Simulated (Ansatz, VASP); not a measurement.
Two plane-wave programs on B

```
B
1.0
     5.23449    0.00000    0.00000
     0.00000    4.51275    0.00000
     0.00000    0.00000    3.03580
B
8
Direct
  0.41676 0.00000 0.74845
  0.08324 0.00000 0.74845
  0.58324 0.00000 0.25155
  0.91676 0.00000 0.25155
  0.00000 0.32166 0.00000
  0.50000 0.67834 0.00000
  0.00000 0.67834 0.00000
  0.50000 0.32166 0.00000
```

Alike in both runs: functional PBE; k mesh 6 × 4 × 6; occupations gaussian, width 0.1 eV; no spin polarisation.

Ansatz relaxed the structure, and its values are those at the end. VASP's run is a single point on that final structure, the one shown.

```csv
,VASP,Ansatz
version,VASP 6.6.1,Ansatz 0.2.0
potentials or method,"VASP PAW PBE potentials, release 64 (B)","scalar-relativistic, plane waves, PAW"
plane-wave cutoff (eV),520,420
valence electrons in the cell,24,24
```

```tsv
	VASP	Ansatz	Ansatz less VASP
gap on the k mesh at the Fermi level (eV)	none	none	-
pressure (GPa)	-0.1	-0.1	-0.01
rms of the force components (eV/Å)	0.002	0.004	+0.0022
```

A gap of «none» marks a metal or a gap that the smearing closes.
